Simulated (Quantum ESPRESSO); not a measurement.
Wanted: the native input for a Quantum ESPRESSO 7.5 run.

| Property | Result |
| --- | --- |
| Task | relaxation of the atoms |
| Functional | PBE |
| Potentials or basis | SSSP 1.3 efficiency PBE |
| Cutoff | 816 eV |
| Density cutoff | 5987 eV |
| k mesh | 10 × 10 × 1 |
| Occupations | gaussian, width 0.02 eV |
| Spin | no spin polarisation |
| Mixing beta | 0.5 |
| Most SCF iterations | 120 |
| SCF threshold | 6e-10 Ry |
| Most ionic steps | 40 |
| Forc conv thr | 0.0004 Ry/bohr |
| Etot conv thr | 1e-05 Ry |
| Ion dynamics | bfgs |

Sheet: MoS2, a sheet with vacuum.

```
CELL_PARAMETERS angstrom
3.28744 0.00000 0.00000
-1.64372 2.73751 0.00000
0.00000 0.00000 21.13000
ATOMIC_POSITIONS crystal
S 0.66667 0.33333 0.42593
Mo 0.33333 0.66667 0.50000
S 0.66667 0.33333 0.57407
```

The cell was built by a generator and needn't be a form met in nature.

These files were run (other wordings do the same):

pw.in

```
&CONTROL
  calculation = 'relax'
  prefix = 'pwscf'
  outdir = './tmp'
  pseudo_dir = './pseudo'
  tprnfor = .true.
  disk_io = 'low'
  nstep = 40
  forc_conv_thr = 0.0004
  etot_conv_thr = 1d-05
/
&SYSTEM
  ibrav = 0
  nat = 3
  ntyp = 2
  ecutwfc = 60
  ecutrho = 440
  nbnd = 20
  occupations = 'smearing'
  smearing = 'gaussian'
  degauss = 0.00146997
/
&ELECTRONS
  conv_thr = 6d-10
  electron_maxstep = 120
  mixing_beta = 0.5
/
&IONS
  ion_dynamics = 'bfgs'
/
ATOMIC_SPECIES
S     32.0600 s_pbe_v1.4.uspp.F.UPF
Mo    95.9500 Mo_ONCV_PBE-1.0.oncvpsp.upf
CELL_PARAMETERS angstrom
   3.2874400000    0.0000000000    0.0000000000
  -1.6437200000    2.7375063014    0.0000000000
   0.0000000000    0.0000000000   21.1300000000
ATOMIC_POSITIONS crystal
S      0.6666666667    0.3333333333    0.4259346900
Mo     0.3333333333    0.6666666667    0.5000000000
S      0.6666666667    0.3333333333    0.5740653100
K_POINTS automatic
10 10 1 0 0 0
```

Potentials or basis: SSSP 1.3 efficiency PBE.

Run with:

```console
$ OMP_NUM_THREADS=1 pw.x -in pw.in > pw.out
```

Results of the run:

```
Energy gained by relaxing    : 1.9 meV/atom
Ionic steps                  : 5
Largest force after relaxing : 0.009 eV/Å
Band gap on the k mesh       : 1.45 eV, indirect (least direct gap 1.69 eV)
```

Wall time 12 min on 1 thread of Intel(R) Xeon(R) Platinum 8375C CPU @ 2.90GHz (Ice Lake) (shared host), peak memory 0.81 GiB.
